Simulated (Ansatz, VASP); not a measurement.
# Cross-check of Si54H16O7F2 (HO:Si(111) with 2 of its OH changed to F) between VASP and Ansatz

Aim: how closely do two programs agree when they are given the same cell, functional and k mesh? The structure shown is the end of the Ansatz relaxation below.

Main program and level: Ansatz 0.2.0; plane waves, with VASP 6.6.1 beside it; single point at PBE with D3(BJ).

## Step 1: The starting structure

The cell holds 79 atoms: 54 Si, 16 H, 7 O and 2 F. Its edges and angles: a = 11.604 Å, b = 11.604 Å, c = 26.701 Å, α = 90.0°, β = 90.0°, γ = 120.0°. It derives from Si (HO:Si(111)). As first built, before any earlier steps moved the atoms (in the runner's words): diamond Si(111), 3 x 3 cells, three bilayers, OH on the upper face and H on the lower (lattice constants typed as starting values near PBE's), lower atoms held; 2 top OH groups nearest the cell's middle replaced by F, eased by MACE. Vacuum lies along c.

## Step 2: Ansatz: relaxation, PBE with D3(BJ)

Ansatz runs on its default PAW (the set named soft_2) files.

This run makes the geometry at which the two programs are then compared.

File input.yaml:

```yaml
crystal:
  lattice:
    - [11.60362, 0.0, 0.0]
    - [-5.80181, 10.04903, 0.0]
    - [0.0, 0.0, 26.70113]
  atoms:
    - { symbol: Si, position: [0.0, 0.0, 0.09288] }
    - { symbol: Si, position: [0.22222, 0.11111, 0.12245] }
    - { symbol: Si, position: [0.21839, 0.11248, 0.21142] }
    - { symbol: Si, position: [0.10712, 0.22363, 0.24174] }
    - { symbol: Si, position: [0.10343, 0.22515, 0.33028] }
    - { symbol: Si, position: [0.99325, 0.00194, 0.35973] }
    - { symbol: Si, position: [0.0, 0.33333, 0.09288] }
    - { symbol: Si, position: [0.22222, 0.44444, 0.12245] }
    - { symbol: Si, position: [0.21896, 0.44575, 0.21167] }
    - { symbol: Si, position: [0.10735, 0.55701, 0.24118] }
    - { symbol: Si, position: [0.10399, 0.55799, 0.32959] }
    - { symbol: Si, position: [0.99273, 0.33528, 0.3596] }
    - { symbol: Si, position: [0.0, 0.66667, 0.09288] }
    - { symbol: Si, position: [0.22222, 0.77778, 0.12245] }
    - { symbol: Si, position: [0.21863, 0.7792, 0.21139] }
    - { symbol: Si, position: [0.10714, 0.89047, 0.24134] }
    - { symbol: Si, position: [0.1035, 0.89199, 0.32987] }
    - { symbol: Si, position: [0.99404, 0.66836, 0.35901] }
    - { symbol: Si, position: [0.33333, 0.0, 0.09288] }
    - { symbol: Si, position: [0.55556, 0.11111, 0.12245] }
    - { symbol: Si, position: [0.55238, 0.11198, 0.21103] }
    - { symbol: Si, position: [0.44093, 0.22334, 0.2406] }
    - { symbol: Si, position: [0.43922, 0.22323, 0.32856] }
    - { symbol: Si, position: [0.32675, 0.00109, 0.359] }
    - { symbol: Si, position: [0.33333, 0.33333, 0.09288] }
    - { symbol: Si, position: [0.55556, 0.44444, 0.12245] }
    - { symbol: Si, position: [0.55181, 0.44605, 0.21138] }
    - { symbol: Si, position: [0.44059, 0.55699, 0.24202] }
    - { symbol: Si, position: [0.43704, 0.55852, 0.33059] }
    - { symbol: Si, position: [0.32762, 0.33412, 0.35803] }
    - { symbol: Si, position: [0.33333, 0.66667, 0.09288] }
    - { symbol: Si, position: [0.55556, 0.77778, 0.12245] }
    - { symbol: Si, position: [0.55206, 0.77885, 0.21167] }
    - { symbol: Si, position: [0.44059, 0.89024, 0.24118] }
    - { symbol: Si, position: [0.43753, 0.89155, 0.32959] }
    - { symbol: Si, position: [0.32612, 0.66904, 0.35967] }
    - { symbol: Si, position: [0.66667, 0.0, 0.09288] }
    - { symbol: Si, position: [0.88889, 0.11111, 0.12245] }
    - { symbol: Si, position: [0.88544, 0.1124, 0.21146] }
    - { symbol: Si, position: [0.774, 0.22362, 0.24098] }
    - { symbol: Si, position: [0.77089, 0.22467, 0.32929] }
    - { symbol: Si, position: [0.65985, 0.00242, 0.35956] }
    - { symbol: Si, position: [0.66667, 0.33333, 0.09288] }
    - { symbol: Si, position: [0.88889, 0.44444, 0.12245] }
    - { symbol: Si, position: [0.88585, 0.44545, 0.21102] }
    - { symbol: Si, position: [0.77428, 0.55667, 0.2406] }
    - { symbol: Si, position: [0.77233, 0.55629, 0.32856] }
    - { symbol: Si, position: [0.6609, 0.33422, 0.35873] }
    - { symbol: Si, position: [0.66667, 0.66667, 0.09288] }
    - { symbol: Si, position: [0.88889, 0.77778, 0.12245] }
    - { symbol: Si, position: [0.88539, 0.77944, 0.21141] }
    - { symbol: Si, position: [0.77397, 0.89048, 0.2417] }
    - { symbol: Si, position: [0.77047, 0.89218, 0.33021] }
    - { symbol: Si, position: [0.66125, 0.66774, 0.35797] }
    - { symbol: H, position: [0.0, 0.0, 0.03745] }
    - { symbol: O, position: [0.0031, 0.98918, 0.42235] }
    - { symbol: H, position: [0.96641, 0.02338, 0.44751] }
    - { symbol: H, position: [0.0, 0.33333, 0.03745] }
    - { symbol: O, position: [0.99843, 0.32093, 0.42218] }
    - { symbol: H, position: [0.96558, 0.35854, 0.44746] }
    - { symbol: H, position: [0.0, 0.66667, 0.03745] }
    - { symbol: O, position: [0.00141, 0.65496, 0.42187] }
    - { symbol: H, position: [0.96561, 0.69079, 0.44673] }
    - { symbol: H, position: [0.33333, 0.0, 0.03745] }
    - { symbol: O, position: [0.33735, 0.99089, 0.42187] }
    - { symbol: H, position: [0.29901, 0.02406, 0.44675] }
    - { symbol: H, position: [0.33333, 0.33333, 0.03745] }
    - { symbol: F, position: [0.33518, 0.32629, 0.41971] }
    - { symbol: H, position: [0.33333, 0.66667, 0.03745] }
    - { symbol: O, position: [0.33347, 0.65887, 0.42213] }
    - { symbol: H, position: [0.29796, 0.69178, 0.44815] }
    - { symbol: H, position: [0.66667, 0.0, 0.03745] }
    - { symbol: O, position: [0.6714, 0.99391, 0.42217] }
    - { symbol: H, position: [0.63118, 0.02403, 0.44742] }
    - { symbol: H, position: [0.66667, 0.33333, 0.03745] }
    - { symbol: O, position: [0.66879, 0.32353, 0.42169] }
    - { symbol: H, position: [0.63215, 0.35751, 0.4469] }
    - { symbol: H, position: [0.66667, 0.66667, 0.03745] }
    - { symbol: F, position: [0.66706, 0.65816, 0.41965] }
kpoints:
  mp_grid: { grid: [1, 1, 1] }
hamiltonian:
  xc: pbe
  dispersion: d3bj
scf:
  occupations: { method: fermi_dirac, width: 0.025 }
output:
  forces: true
relax:
  f_tol: 0.05
  max_steps: 120
  constraints:
    - { sites: [0, 1, 6, 7, 12, 13, 18, 19, 24, 25, 30, 31, 36, 37, 42, 43, 48, 49, 54, 57, 60, 63, 66, 68, 71, 74, 77], fix: xyz }
```

Run with:

```
> ansatz run input.yaml --threads 6 --pin off --max-ram 102400MiB --backend cuda --events-out ev --progress --plain --runs-dir out
```

Numbers of over 12 decimals in the logs are rounded to 6 here.

The log of the run:

```text
Engine: ansatz 0.2.0, x86_64-unknown-linux-gnu
Pseudopotentials: kind: paw
Pseudopotential: Si, paw, valence charge 4, recommended cutoff 420 eV (normal), Si.paw.azcp
Pseudopotential: H, paw, valence charge 1, recommended cutoff 420 eV (normal), H.paw.azcp
Pseudopotential: O, paw, valence charge 6, recommended cutoff 420 eV (normal), O.paw.azcp
Pseudopotential: F, paw, valence charge 7, recommended cutoff 420 eV (normal), F.paw.azcp
Functional definition: PBE
  parameter kappa = 0.804
  parameter beta = 0.066725
  exchange = pbe_x(kappa = kappa, mu = beta*pi^2/3)
  correlation = pbe_c(beta = beta)
device memory: the entry about to start is reckoned to put 4.8 GiB on a device that reports 78.5 GiB free
GPU FFT provider: cuFFT
GPU libraries: cuBLAS 13.8.2, cuFFT 12.4.0, cuSOLVER 12.3.4
Crystal: 79 atoms, lattice volume = 3113.489 Å³
Basis set: ecut = 420 eV, 60827 PW (Γ), exchange–correlation on 160×160×360 points (8 copies of the dense FFT grid, shifted against one another)
Bands: 223, of which v1, the nominal top of the filled ones, is band 144 counted from 1 (143 counted from 0)
Symmetry: 1 space group operations
Space group: P1 (ITA 1), of the structure as read, at distance tolerance 1.5e-4 Å
k-points: 1
Non-local potential: Si, projectors of the file, l = 0: 2, l = 1: 2, l = 2: 2
Non-local potential: H, projectors of the file, l = 0: 2, l = 1: 1
Non-local potential: O, projectors of the file, l = 0: 2, l = 1: 2, l = 2: 1
Non-local potential: F, projectors of the file, l = 0: 2, l = 1: 2, l = 2: 1
PAW form: soft (Blöchl's): semilocal exchange-correlation on the pseudo side does not see the compensation charge
PAW one-centre angular grid: Si, 110 points (default); XC on 64 Gauss nodes
PAW one-centre angular grid: H, 110 points (default); XC on 64 Gauss nodes
PAW one-centre angular grid: O, 110 points (default); XC on 64 Gauss nodes
PAW one-centre angular grid: F, 110 points (default); XC on 64 Gauss nodes
Initial density: superposition of atomic densities (neutral atoms: chi_scale 0, normalization atom), corrected by the library's trained network
Initial wavefunctions: pseudopotential atomic-orbital guess
GPU buffer pool allocated for 1152000 grid points (all kernels)
GPU transforms: local potential and band sums: pruned to the plane-wave sphere, on 80×80×180
Functional: x = pbe(κ = 0.804, μ = 0.219515), c = pbe(β = 0.066725)
SCF iter   1: F=—  HF=-40185.931308 eV  |F-HF|=—  |Δ(HF+E_count)|=         —  Δρ=3.00e-3  dr2=9.90e-1  ethr=1.77e-3  ⟨swp⟩=8.0  Hψ=1248  notcnv=0  defer=14
preconditioner: auto → Resta (q_TF=auto, 1.835 Å⁻¹)  ε∞=2.7  [insulator: Δε(μ)=1.061 eV  Ē_g=8.301 eV  σ=0.025 eV  W_gap=1.00  n_scr=332 (ndim 8)  ℏωp=10.9 eV  f_vac=0.534  D(μ)=0.00/eV (n_scr^D=0)  ε∞_Penn≈2.7  vacuum switching on, ρ_ref=5.0e-3 e/Å³]
SCF iter   2: F=—  HF=-40185.799930 eV  |F-HF|=—  |Δ(HF+E_count)|=   1.31e-1  Δρ=1.62e-3  dr2=1.33e-1  ethr=3.44e-4  ⟨swp⟩=3.0  Hψ=281  notcnv=0  defer=65
SCF iter   3: F=—  HF=-40185.790346 eV  |F-HF|=—  |Δ(HF+E_count)|=   9.58e-3  Δρ=8.43e-4  dr2=2.97e-2  ethr=4.61e-5  ⟨swp⟩=3.0  Hψ=231  notcnv=0  defer=65
SCF iter   4: F=—  HF=-40185.792398 eV  |F-HF|=—  |Δ(HF+E_count)|=   2.05e-3  Δρ=4.40e-4  dr2=1.30e-2  ethr=1.03e-5  ⟨swp⟩=3.0  Hψ=399  notcnv=0  defer=65
SCF iter   5: F=—  HF=-40185.791586 eV  |F-HF|=—  |Δ(HF+E_count)|=   8.11e-4  Δρ=1.15e-4  dr2=5.59e-4  ethr=4.52e-6  ⟨swp⟩=2.0  Hψ=227  notcnv=0  defer=65
SCF iter   6: F=—  HF=-40185.791857 eV  |F-HF|=—  |Δ(HF+E_count)|=   2.70e-4  Δρ=4.64e-5  dr2=9.86e-5  ethr=1.94e-7  ⟨swp⟩=2.0  Hψ=296  notcnv=0  defer=65
SCF iter   7: F=-40185.791912 eV  HF=-40185.791927 eV  |F-HF|=1.52e-5  |Δ(HF+E_count)|=   6.97e-5  Δρ=2.85e-5  dr2=2.73e-5  ethr=2.17e-8  ⟨swp⟩=5.0  Hψ=650  notcnv=0
SCF 1 converged in 7 iterations: F = -40185.791912 eV  dr2 = 2.73e-5
  greatest PAW one-centre occupation: 0.932 electrons in one spin orbital (limit 2), on the F atom at site 67 (counted from 0), in its partial waves of l = 0
relax step   1: F+E_penalty+E_count = -40185.79191152 eV  Δ(F+E_penalty+E_count) = +0.000e0 eV  max|allowed force component| = 7.950e-1 eV/Å  Δτ_max = 0.0000 Å  (7 SCF iters, dr2 threshold 6.25e-5 eV, accepted)
device memory: the entry about to start is reckoned to put 4.7 GiB (of the 4.8 GiB reckoned in all, the device holds 0.1 GiB already) on a device that reports 74.7 GiB free
GPU FFT provider: cuFFT
GPU libraries: cuBLAS 13.8.2, cuFFT 12.4.0, cuSOLVER 12.3.4
Initial density: handed on by an earlier stage of this run
Initial wavefunctions: those handed on with the density
GPU buffer pool allocated for 1152000 grid points (all kernels)
GPU transforms: local potential and band sums: pruned to the plane-wave sphere, on 80×80×180
iter 1 solved again at ethr=4.21e-4 eV; its pass at ethr=3.10e-3 eV (dr2=1.21e0 eV) is discarded
[...]
atom  34  Si     0.00339611     0.00120173    -0.00444611
  atom  35  Si    -0.00339467     0.00054642     0.00767013
  atom  36  Si     0.00610330    -0.00454947     0.01031495
  atom  37  Si    -0.00761499     0.00606651     0.81048805
  atom  38  Si     0.03771948    -0.02355515    -0.41230895
  atom  39  Si     0.00195120    -0.00036129    -0.00448606
  atom  40  Si     0.00394752    -0.00258408     0.00199032
  atom  41  Si    -0.00467038     0.00406165    -0.01767611
  atom  42  Si     0.00350615     0.00300655     0.00127870
  atom  43  Si     0.00912240    -0.00447949     0.80448575
  atom  44  Si    -0.00029273     0.01601272    -0.49106396
  atom  45  Si    -0.00150315    -0.00053548     0.00164109
  atom  46  Si    -0.00088195    -0.00012762    -0.00423889
  atom  47  Si    -0.00036249     0.00147478     0.01043277
  atom  48  Si     0.00740089    -0.00473413    -0.01064428
  atom  49  Si     0.00339450     0.00176888     0.78194711
  atom  50  Si    -0.03163112     0.00373787    -0.44633611
  atom  51  Si    -0.00161297    -0.00021490     0.00070487
  atom  52  Si    -0.00074570     0.00235009     0.00110794
  atom  53  Si    -0.00010290    -0.00605304    -0.00171976
  atom  54  Si    -0.00282382     0.00099870     0.00611243
  atom  55  H      0.00674849    -0.00323463    -0.36126076
  atom  56  O      0.03383310    -0.02024473    -0.01196555
  atom  57  H     -0.03135860     0.01741758     0.01511083
[...]
atom  72  H      0.00614138    -0.00515219    -0.35717551
  atom  73  O      0.00073261     0.00040279     0.00067239
  atom  74  H     -0.00013237     0.00353886    -0.00539480
  atom  75  H     -0.00754460     0.00361872    -0.35882067
  atom  76  O     -0.00579813     0.00260039     0.00843012
  atom  77  H      0.00487004    -0.00304389     0.00338384
  atom  78  H     -0.00224297    -0.00245510    -0.36139339
  atom  79  F     -0.00107591     0.00007669    -0.00665085
  max |Σ_I F_I| component: 2.12e-4 eV/Å
--- Relaxed structure (9 steps of the walk, 9 accepted, 0 SCFs on fresh bases) ---
  F+E_penalty+E_count = -40186.48683731 eV   max|allowed force component| = 3.383e-2 eV/Å
  atoms:
    - { symbol: Si, position: [0.0, 0.0, 0.092880] }
    - { symbol: Si, position: [0.22222, 0.11111, 0.122450] }
    - { symbol: Si, position: [0.222376, 0.111534, 0.209671] }
    - { symbol: Si, position: [0.111281, 0.222299, 0.238449] }
    - { symbol: Si, position: [0.110549, 0.221149, 0.326621] }
    - { symbol: Si, position: [1.002311, -0.00219028, 0.354025] }
    - { symbol: Si, position: [-2.7755575615628914e-17, 0.333330, 0.092880] }
    - { symbol: Si, position: [0.22222, 0.44444, 0.122450] }
    - { symbol: Si, position: [0.222319, 0.444541, 0.209989] }
    - { symbol: Si, position: [0.110810, 0.555403, 0.237873] }
    - { symbol: Si, position: [0.111210, 0.554163, 0.325549] }
    - { symbol: Si, position: [0.998983, 0.331859, 0.354178] }
    - { symbol: Si, position: [-5.551115123125783e-17, 0.666670, 0.092880] }
    - { symbol: Si, position: [0.222220, 0.777780, 0.122450] }
    - { symbol: Si, position: [0.222440, 0.777476, 0.209576] }
    - { symbol: Si, position: [0.111237, 0.888845, 0.236921] }
    - { symbol: Si, position: [0.112098, 0.887926, 0.324242] }
    - { symbol: Si, position: [1.001756, 0.666391, 0.353321] }
    - { symbol: Si, position: [0.33333, 0.0, 0.092880] }
    - { symbol: Si, position: [0.55556, 0.11111, 0.122450] }
    - { symbol: Si, position: [0.555435, 0.110819, 0.209442] }
    - { symbol: Si, position: [0.444776, 0.222206, 0.237495] }
    - { symbol: Si, position: [0.445532, 0.221109, 0.325182] }
    - { symbol: Si, position: [0.333633, -0.00166907, 0.353350] }
[...]
- { symbol: Si, position: [0.778964, 0.554551, 0.325119] }
    - { symbol: Si, position: [0.668526, 0.331691, 0.353103] }
    - { symbol: Si, position: [0.666670, 0.666670, 0.092880] }
    - { symbol: Si, position: [0.88889, 0.777780, 0.122450] }
    - { symbol: Si, position: [0.888557, 0.777741, 0.209669] }
    - { symbol: Si, position: [0.777749, 0.888730, 0.238525] }
    - { symbol: Si, position: [0.778857, 0.889430, 0.326730] }
    - { symbol: Si, position: [0.668337, 0.665672, 0.353001] }
    - { symbol: H, position: [0.0, 0.0, 0.03745] }
    - { symbol: O, position: [0.014087, 0.986805, 0.416720] }
    - { symbol: H, position: [0.974351, 0.028202, 0.436503] }
    - { symbol: H, position: [-2.7755575615628914e-17, 0.333330, 0.03745] }
    - { symbol: O, position: [0.998694, 0.321561, 0.416915] }
    - { symbol: H, position: [0.950168, 0.357963, 0.434129] }
    - { symbol: H, position: [-5.551115123125783e-17, 0.666670, 0.03745] }
    - { symbol: O, position: [0.011423, 0.664088, 0.416381] }
    - { symbol: H, position: [0.982487, 0.719067, 0.433597] }
    - { symbol: H, position: [0.33333, 0.0, 0.03745] }
    - { symbol: O, position: [0.336402, 0.989629, 0.416413] }
    - { symbol: H, position: [0.282106, 0.019509, 0.433559] }
    - { symbol: H, position: [0.33333, 0.333330, 0.03745] }
    - { symbol: F, position: [0.338560, 0.325597, 0.414423] }
    - { symbol: H, position: [0.333330, 0.666670, 0.03745] }
    - { symbol: O, position: [0.334653, 0.664050, 0.417585] }
    - { symbol: H, position: [0.288292, 0.704106, 0.433855] }
    - { symbol: H, position: [0.66667, 0.0, 0.03745] }
    - { symbol: O, position: [0.676772, 0.999890, 0.416941] }
    - { symbol: H, position: [0.634292, 0.042367, 0.434313] }
    - { symbol: H, position: [0.66667, 0.333330, 0.03745] }
    - { symbol: O, position: [0.678685, 0.322676, 0.415986] }
    - { symbol: H, position: [0.638663, 0.364623, 0.435250] }
    - { symbol: H, position: [0.666670, 0.666670, 0.03745] }
    - { symbol: F, position: [0.674301, 0.660945, 0.414433] }
```

(Continued in part 2 of 3.)

[Lines on the potential files, build, host, timing and source positions are cut from VASP's logs without a mark.]

[Logs are printed without paths, hosts, clocks, repeated set-up lines and the standing remarks that a program may print on its own settings, such as how far it seeks lower states.]

[Hosts, paths, dates, database ids (printed as entryN), source tags and the programs' standing remarks are cut or masked in the printed files.]
